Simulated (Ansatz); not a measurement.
# PbS: the cost of one run

Method: DFT r2SCAN, scalar-relativistic, plane waves, PAW, in Ansatz 0.2.0.

## (1) The structure to begin with

Symmetry: P-6m2, No. 187, hexagonal system. The conventional cell has a = 4.090 Å, b = 4.090 Å, c = 3.788 Å, α = 90.00°, β = 90.00°, γ = 120.00°. Around Pb (site symmetry -6m2) lie 6 S at 3.03 Å. S (site symmetry -6m2) has 6 Pb at 3.03 Å as nearest neighbours.

As a file:

```
CELL_PARAMETERS angstrom
4.08970 0.00000 0.00000
-2.04485 3.54178 0.00000
0.00000 0.00000 3.78817
ATOMIC_POSITIONS crystal
Pb 0.00000 0.00000 0.00000
S 0.66667 0.33333 0.50000
```

The structure comes from the Materials Project (structure only).

## (2) Another functional, on a distorted cell: r2SCAN

Against the listed cell: strain xx, yy, zz, yz, xz, xy = +4.7, +4.7, -4.3, +0.0, +0.0, +0.0 %.

The input, input.yaml:

```yaml
crystal:
  lattice:
    - [4.2805638777, 0.0, 0.0]
    - [-2.1402819388, 3.7070770607, 0.0]
    - [0.0, 0.0, 3.6240257239]
  atoms:
    - { symbol: Pb, position: [0.0, 0.0, 0.0] }
    - { symbol: S, position: [0.66666667, 0.33333333, 0.5] }
basis:
  ecutwfc: 500
kpoints:
  mp_grid: { grid: [12, 12, 12] }
hamiltonian:
  xc: r2scan
scf:
  occupations: { method: gaussian, width: 0.1 }
output:
  forces: true
  stress: true
  eigenvalues: true
```

Launch:

```
ansatz run input.yaml --threads 1 --pin off --max-ram 1331MiB --backend cpu --events-out ev --progress --plain --runs-dir out
```

What time and memory should one allow on 1 thread of an x86-64 CPU, shared host?

About 39 s, with a peak of 0.55 GiB.
